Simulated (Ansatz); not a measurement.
The system is TiO.

```
CELL_PARAMETERS angstrom
0.00000 2.46929 2.46929
2.46929 0.00000 2.46929
2.46929 2.46929 0.00000
ATOMIC_POSITIONS crystal
Ti 0.00000 0.00000 0.00000
O 0.25000 0.25000 0.25000
```

The cell comes from a database or a generator and needn't be the stable form of this composition.

```yaml
Program: Ansatz 0.2.0
Task: relaxation of cell and atoms
Functional: HSEsol
Potentials_or_basis: Ansatz PAW
Cutoff: "420 eV (not typed: the program's choice for these potentials)"
k_mesh: 5 × 5 × 5
Occupations: fermi-dirac, width 0.05 eV
Spin: no spin polarisation
```

At the start: volume 15.06 Å³/atom.

Question: How do energy, volume and symmetry change on relaxing?

Answer: It ends after 8 steps and the volume is 11.77 Å³/atom (-21.8 %); space group F-43m (No. 216, to 0.05 Å).

Step by step:
```csv
step,energy change (eV),largest force (eV/Å),volume (Å³)
1,0.0000,0.0000,30.11
2,-0.6191,0.0000,25.92
3,-0.7200,0.0000,22.66
4,-0.7393,0.0000,23.70
5,-0.7398,0.0000,23.60
6,-0.7351,0.0000,23.60
7,-0.7353,0.0000,23.54
8,-0.7353,0.0000,23.54
```

Final structure:
```yaml
crystal:
  lattice:
    - [0.00000, 2.27486, 2.27486]
    - [2.27486, 0.00000, 2.27486]
    - [2.27486, 2.27486, 0.00000]
  atoms:
    - { symbol: Ti, position: [0.00000, 0.00000, 0.00000] }
    - { symbol: O, position: [0.25000, 0.25000, 0.25000] }
```

Caveat: the k mesh is coarse (spacing up to 0.44 Å⁻¹), so the values aren't converged, least of all with exact exchange; the volume moved by over 15 % at a fixed basis, so the end points are rough; the plane-wave basis is chosen anew once the cell has moved, so the energies of steps on either side of that aren't comparable; the pressure holds a Pulay correction of +0.4 GPa for the finite cutoff; the PAW data sets come from PBE, with cores solved anew for the run's functional, which leaves a small shift of forces and pressure.
